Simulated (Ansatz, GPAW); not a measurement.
Given: the input of a run of Ansatz 0.2.0 on Ni. 

File input.yaml:

```yaml
crystal:
  lattice:
    - [0.0, 1.737572933, 1.737572933]
    - [1.737572933, 0.0, 1.737572933]
    - [1.737572933, 1.737572933, 0.0]
  atoms:
    - { symbol: Ni, position: [0.0, 0.0, 0.0], spin: 1.0 }
kpoints:
  mp_grid: { grid: [13, 13, 13] }
scf:
  occupations: { method: gaussian, width: 0.017 }
hamiltonian:
  xc: pbe
  pseudopotentials: { kind: all_electron, lapw: { basis_error: 0.001 } }
magnetization:
  spin_polarized: true
output:
  forces: true
  stress: true
  eigenvalues: true
```

Potentials or basis: all-electron LAPW, scalar-relativistic.

Command:

```bash
$ ansatz run input.yaml --threads 2 --pin off --max-ram 6144MiB --backend cpu --events-out ev --progress --plain --runs-dir out
```

Problem. Set up the same calculation for GPAW 26.7.0 (ASE script). Potentials or basis there: GPAW PAW data sets (gpaw-data 1.2.1), cutoff 600 eV.

Solution. As run (cutoffs and basis follow the program's own potentials, and thresholds, step limits or extra output files can differ):

The input run.py:

```python
from ase.dft.bandgap import bandgap
from ase.io import read, write
from ase.units import Bohr, GPa
from gpaw import GPAW, PW
from gpaw.elf import elf_from_dft_calculation

atoms = read('Ni.xyz')
atoms.set_initial_magnetic_moments([1.0])

calc = GPAW(mode=PW(600),
            xc='PBE',
            kpts={'size': (13, 13, 13), 'gamma': True},
            occupations={'name': 'methfessel-paxton', 'order': 0, 'width': 0.017},
            nbands=17,
            convergence={'density': 1e-05, 'energy': 1e-05},
            maxiter=150,
            txt='gpaw.txt')
atoms.calc = calc
energy = atoms.get_potential_energy()
forces = atoms.get_forces()
stress = atoms.get_stress()
calc.write('gs.gpw')
write('result.traj', atoms)
print(f'Energy: {energy:.6f} eV')
print('Forces (eV/A):')
print(forces.round(4))
print('Stress (GPa):', (stress / GPa).round(3))
print('Moments:', calc.get_magnetic_moments().round(3))
print('Fermi level:', round(calc.get_fermi_level(), 4), 'eV')
print(f'Gap: {bandgap(calc)[0]:.4f} eV, direct: {bandgap(calc, direct=True)[0]:.4f} eV')

# fields on the real-space grid
write('density.cube', atoms, data=calc.get_pseudo_density() * Bohr**3)
write('potential.cube', atoms, data=calc.get_electrostatic_potential())
write('spin.cube', atoms, data=(calc.get_pseudo_density(spin=0) - calc.get_pseudo_density(spin=1)) * Bohr**3)
write('elf.cube', atoms, data=elf_from_dft_calculation(calc).data)
```

Ni.xyz

```xyz
1
Lattice="0.0000000000 1.7375729330 1.7375729330 1.7375729330 0.0000000000 1.7375729330 1.7375729330 1.7375729330 0.0000000000" Properties=species:S:1:pos:R:3 pbc="T T T"
Ni     0.0000000000      0.0000000000      0.0000000000
```

Potentials or basis: GPAW PAW data sets (gpaw-data 1.2.1), pw.

Run with:

```bash
$ OMP_NUM_THREADS=1 python run.py
```

Both were run:

|  | Ansatz | GPAW |
| --- | --- | --- |
| Pressure | 8.0 GPa | 10.5 GPa |
| Net moment | 0.64 μB per cell | 0.64 μB per cell |

Where Ansatz's input types no cutoff or centring, it takes its own default and a Γ-centred mesh.

The magnetic state is the one that the start led to; the real crystal's order can differ.

Pressure is positive in compression.
